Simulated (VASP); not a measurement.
# Hf (Im-3m) in VASP: further runs, part 2 of 2

VASP 6.6.1. Earlier steps stand in the parts before.

## 5. Relaxation of cell and atoms, PBEsol, target pressure 0.0001 GPa, at which the enthalpy is minimised

This run uses another cell than the first one, of 21.06 Å³/atom, 1.221 times its volume.

The input, INCAR:

```
SYSTEM = Hf
PREC = Accurate
ENCUT = 250
EDIFF = 1E-7
ISMEAR = 0
SIGMA = 0.1
LREAL = .FALSE.
LASPH = .TRUE.
NELM = 80
ALGO = Fast
ISIF = 3
LWAVE = .FALSE.
LCHARG = .FALSE.
GGA = PS
IBRION = 2
NSW = 80
EDIFFG = -0.002
PSTRESS = 0.001
```

The input, KPOINTS:

```
Automatic mesh
0
G
  16 16 16
  0 0 0
```

The input, POSCAR:

```
Hf                                      
1.0
   -1.7396581630      1.7396581630      1.7396581630
    1.7396581630     -1.7396581630      1.7396581630
    1.7396581630      1.7396581630     -1.7396581630
  Hf            
     1
Direct
     0.0000000000000000    0.0000000000000000    0.0000000000000000
```

Potentials or basis: VASP PAW PBE potentials, release 64 (Hf_pv).

Run with:

```console
$ cat potpaw_PBE.64/Hf_pv/POTCAR > POTCAR
$ mpirun -np 1 vasp_std > vasp.out
```

OUTCAR:

```text
SYSTEM = Hf
   PREC = Accurate
   ENCUT = 250
   EDIFF = 1E-7
   ISMEAR = 0
   LREAL = .FALSE.
   LASPH = .TRUE.
   NELM = 80
   ISIF = 3
   GGA = PS
   IBRION = 2
   NSW = 80
   EDIFFG = -0.002
   PSTRESS = 0.001

 ion  position               nearest neighbor table
   1  0.000  0.000  0.000-

  LATTYP: Found a body centered cubic cell.
 ALAT       =     3.4793163260

  Lattice vectors:

 A1 = (  -1.7396581630,   1.7396581630,   1.7396581630)
 A2 = (   1.7396581630,  -1.7396581630,   1.7396581630)
 A3 = (   1.7396581630,   1.7396581630,  -1.7396581630)

Analysis of symmetry for initial positions (statically):
=====================================================================
 Subroutine PRICEL returns:
 Original cell was already a primitive cell.

 Routine SETGRP: Setting up the symmetry group for a
 body centered cubic supercell.

 Subroutine GETGRP returns: Found 48 space group operations
 (whereof 48 operations were pure point group operations)
 out of a pool of 48 trial point group operations.

The static configuration has the point symmetry O_h .

Analysis of symmetry for dynamics (positions and initial velocities):
=====================================================================
 Subroutine PRICEL returns:
 Original cell was already a primitive cell.

 Routine SETGRP: Setting up the symmetry group for a
 body centered cubic supercell.

 Subroutine GETGRP returns: Found 48 space group operations
 (whereof 48 operations were pure point group operations)
 out of a pool of 48 trial point group operations.

The dynamic configuration has the point symmetry O_h .

 Subroutine INISYM returns: Found 48 space group operations
 (whereof 48 operations are pure point group operations),
 and found     1 'primitive' translations

----------------------------------------------------------------------------------------

[... 127 lines left out ...]
 maximum number of plane-waves:       201
   NGX =  7   NGY =  7   NGZ =  7

--------------------------------------- Ionic step        1  -------------------------------------------

 number of electron      10.0000018 magnetization

 Free energy of the ion-electron system (eV)
  ---------------------------------------------------
  ext. energy  EPLUGINS =         0.00000000
  ---------------------------------------------------
  free energy    TOTEN  =       -10.33443692 eV

  energy without entropy =      -10.32709953  energy(sigma->0) =      -10.33076822

------------------------ aborting loop because EDIFF is reached ----------------------------------------

  FORCE on cell =-STRESS in cart. coord.  units (eV):
  Direction    XX          YY          ZZ          XY          YZ          ZX
  --------------------------------------------------------------------------------------
  -------------------------------------------------------------------------------------
  Total        0.0160272      0.0160272      0.0160272      0.0000000      0.0000000     -0.0000000
  in kB        1.2193152      1.2193152      1.2193152      0.0000000      0.0000000     -0.0000000
  external PRESSURE =       1.2183152 kB  Pullay stress =       0.0010000 kB
[... 61 lines left out ...]
--------------------------------------- Ionic step        3  -------------------------------------------

 number of electron      10.0000018 magnetization

 Free energy of the ion-electron system (eV)
  ---------------------------------------------------
  ext. energy  EPLUGINS =         0.00000000
  ---------------------------------------------------
  free energy    TOTEN  =       -10.33445517 eV

  energy without entropy =      -10.32712931  energy(sigma->0) =      -10.33079224

 E-fermi :   4.8191     XC(G=0): -11.6636

 val. band max:        4.8134066237   @ k =   0.5000   0.5000   0.1250
 cond. band min:       4.8275057296   @ k =   0.3125   0.1875   0.1250
 fundamental gap:      0.0140991059
 Fermi energy:         4.8190794918

 k-point     1 :       0.0000    0.0000    0.0000
  band No.  band energies     occupation
      1     -24.7231      2.00000
      2     -24.7231      2.00000
      3     -24.7231      2.00000
      4      -2.4168      2.00000
      5       6.3714      0.00000
      6       6.3714      0.00000
      7       6.3714      0.00000
      8       9.3410      0.00000
      9       9.3410      0.00000
[... 265 lines left out ...]
 k-point    24 :       0.2500    0.1875    0.0000
  band No.  band energies     occupation
      1     -25.5102      2.00000
      2     -25.0470      2.00000
      3     -24.8080      2.00000
      4       1.6114      2.00000
      5       4.2938      2.00000
      6       4.8431      0.73359
      7       8.7226      0.00000
      8      10.1528      0.00000
      9      11.7079      0.00000

 [... further k-points ...]

------------------------ aborting loop because EDIFF is reached ----------------------------------------

  FORCE on cell =-STRESS in cart. coord.  units (eV):
  Direction    XX          YY          ZZ          XY          YZ          ZX
  --------------------------------------------------------------------------------------
  -------------------------------------------------------------------------------------
  Total       -0.0014549     -0.0014549     -0.0014549      0.0000000     -0.0000000     -0.0000000
  in kB       -0.1104976     -0.1104976     -0.1104976      0.0000000     -0.0000000     -0.0000000
  external PRESSURE =      -0.1114976 kB  Pullay stress =       0.0010000 kB
[... 20 lines left out ...]
  energy  without entropy=      -10.3271293086  energy(sigma->0) =      -10.33079224

  enthalpy is  TOTEN    =       -10.3344420058 eV   P V=        0.0000131665

 reached required accuracy - stopping structural energy minimisation
```

OSZICAR:

```text
N       E                     dE             d eps       ncg     rms          rms(c)
DAV:   1    -0.609587092927E+00   -0.60959E+00   -0.41390E+03  2732   0.581E+02
DAV:   2    -0.105208476317E+02   -0.99113E+01   -0.96098E+01  3502   0.883E+01
DAV:   3    -0.106725742449E+02   -0.15173E+00   -0.14942E+00  3029   0.878E+00
[... 27 lines left out ...]
RMM:   3    -0.103344534684E+02    0.13915E-05   -0.14952E-05  2651   0.323E-02    0.758E-03
RMM:   4    -0.103344545115E+02   -0.10431E-05   -0.12264E-06  2707   0.112E-02    0.183E-03
RMM:   5    -0.103344549120E+02   -0.40051E-06   -0.44779E-07  2483   0.620E-03    0.981E-04
RMM:   6    -0.103344552490E+02   -0.33702E-06   -0.89669E-08  1620   0.288E-03    0.175E-03
RMM:   7    -0.103344551724E+02    0.76687E-07   -0.14728E-08  1445   0.988E-04
   3 F= -.10334442E+02 E0= -.10330779E+02  d E =-.182309E-04
```

Run time: 13 s. Hardware: 1 thread of Intel Xeon Platinum 8488C (Sapphire Rapids), shared host; peak memory 0.12 GiB.

The run converged, but some of its settings lie outside the range that counts as converged, so its numbers aren't taken as properties of the crystal.

Results:

```
Free energy                                            : -10.3345 eV
Relaxed volume                                         : 21.10 Å³/atom
Relaxed cell                                           : a = 3.015 Å, b = 3.015 Å, c = 3.015 Å, α = 109.47°, β = 109.47°, γ = 109.47°
Space group after relaxing (to 0.05 Å)                 : Im-3m (No. 229)
Energy change on relaxing (the enthalpy is what falls) : -0.0 meV/atom
Ionic steps                                            : 3
Band gap on the k mesh                                 : none (metal or under the smearing width)
```

Caveat: the cutoff is under 1.25 times the usual one of these potentials, so pressure, stress and relaxed cells hold a basis-set (Pulay) error; the cell is relaxed towards a set pressure, so the enthalpy falls and the energy may rise; the PAW data sets were made with another functional, which shifts forces and pressure a little.

## 6. Relaxation of cell and atoms, PBEsol, target pressure 100 GPa, at which the enthalpy is minimised

This run uses another cell than the first one, of 14.47 Å³/atom, 0.838 times its volume.

Changes to INCAR since step 5:

```diff
@@ -17,2 +17,2 @@
 EDIFFG = -0.002
-PSTRESS = 0.001
+PSTRESS = 1000
```

KPOINTS is that of step 5.

The input, POSCAR:

```
Hf                                      
1.0
   -1.5349308527      1.5349308527      1.5349308527
    1.5349308527     -1.5349308527      1.5349308527
    1.5349308527      1.5349308527     -1.5349308527
  Hf            
     1
Direct
     0.0000000000000000    0.0000000000000000    0.0000000000000000
```

Potentials or basis: VASP PAW PBE potentials, release 64 (Hf_pv).

Run with:

```console
$ cat potpaw_PBE.64/Hf_pv/POTCAR > POTCAR
$ mpirun -np 1 vasp_std > vasp.out
```

Wall time 19 s (1 thread of Intel Xeon Platinum 8488C (Sapphire Rapids), shared host); peak memory 0.12 GiB.

These settings aren't checked as converged: the numbers below hold their error.

What came out:

```
Free energy                                            : -8.6317 eV
Relaxed volume                                         : 13.57 Å³/atom
Relaxed cell                                           : a = 2.603 Å, b = 2.603 Å, c = 2.603 Å, α = 109.47°, β = 109.47°, γ = 109.47°
Space group after relaxing (to 0.05 Å)                 : Im-3m (No. 229)
Energy change on relaxing (the enthalpy is what falls) : +483.2 meV/atom
Ionic steps                                            : 7
Band gap on the k mesh                                 : none (metal or under the smearing width)
```

Caveat: the cutoff is under 1.25 times the usual one of these potentials, so pressure, stress and relaxed cells hold a basis-set (Pulay) error; the cell is relaxed towards a set pressure, so the enthalpy falls and the energy may rise; the PAW data sets were made with another functional, which shifts forces and pressure a little.

## 7. Relaxation of cell and atoms, PBEsol, target pressure 100 GPa, at which the enthalpy is minimised

This run uses another cell than the first one, of 13.57 Å³/atom, 0.787 times its volume.

INCAR is that of step 6.

KPOINTS is that of step 6.

The input, POSCAR:

```
Hf                                      
1.0
   -1.5027491093      1.5027491093      1.5027491093
    1.5027491093     -1.5027491093      1.5027491093
    1.5027491093      1.5027491093     -1.5027491093
  Hf            
     1
Direct
     0.0000000000000000    0.0000000000000000    0.0000000000000000
```

Run with:

```console
$ cat potpaw_PBE.64/Hf_pv/POTCAR > POTCAR
$ mpirun -np 1 vasp_std > vasp.out
```

Run time: 10 s. Hardware: 1 thread of Intel Xeon Platinum 8488C (Sapphire Rapids), shared host; peak memory 0.11 GiB.

These settings aren't checked as converged: the numbers below hold their error.

Results:

```yaml
Free_energy: -8.6225 eV
Relaxed_volume: 13.57 Å³/atom
Relaxed_cell: a = 2.603 Å, b = 2.603 Å, c = 2.603 Å, α = 109.47°, β = 109.47°, γ = 109.47°
Space_group_after_relaxing_to_0.05_Å: Im-3m (No. 229)
Energy_change_on_relaxing_the_enthalpy_is_what_falls: +3.1 meV/atom
Ionic_steps: 3
Band_gap_on_the_k_mesh: none (metal or under the smearing width)
```

Caveat: the cutoff is under 1.25 times the usual one of these potentials, so pressure, stress and relaxed cells hold a basis-set (Pulay) error; the cell is relaxed towards a set pressure, so the enthalpy falls and the energy may rise; the PAW data sets were made with another functional, which shifts forces and pressure a little.
